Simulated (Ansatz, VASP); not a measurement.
**Two plane-wave programs on AlNi**

```
Ni Al
1.0
     0.00000    2.42444    2.42444
     2.42444    0.00000    2.42444
     2.42444    2.42444    0.00000
Ni Al
1 1
Direct
  0.00000 0.00000 0.00000
  0.50000 0.50000 0.50000
```

Alike in both runs: task relaxation of cell and atoms; functional PBEsol; k mesh 14 × 14 × 14; occupations fermi-dirac, width 0.08 eV; no spin polarisation.

|  | VASP | Ansatz |
| --- | --- | --- |
| version | VASP 6.6.1 | Ansatz 0.2.0 |
| potentials or method | VASP PAW PBE potentials, release 64 (Ni, Al) | PAW with Ansatz's default frozen-core files, scalar-relativistic |
| plane-wave cutoff (eV) | 600 | 420 |
| valence electrons in the cell | 13 | 21 |

```tsv
	VASP	Ansatz	Ansatz less VASP
relaxed volume (Å³/atom)	13.84	13.84	-0.007
relaxed cell length with the largest relative difference (Å)	3.396	3.395	-0.0006
energy change over the relaxation (meV/atom)	-4	-4	-0.1
```

The two sets of potentials don't hold the same shells in valence.

Caveats: the PAW data sets were made with another functional, which shifts forces and pressure a little (VASP). Spin polarisation is off, so any magnetic state and its effect on volume and gap are missing.
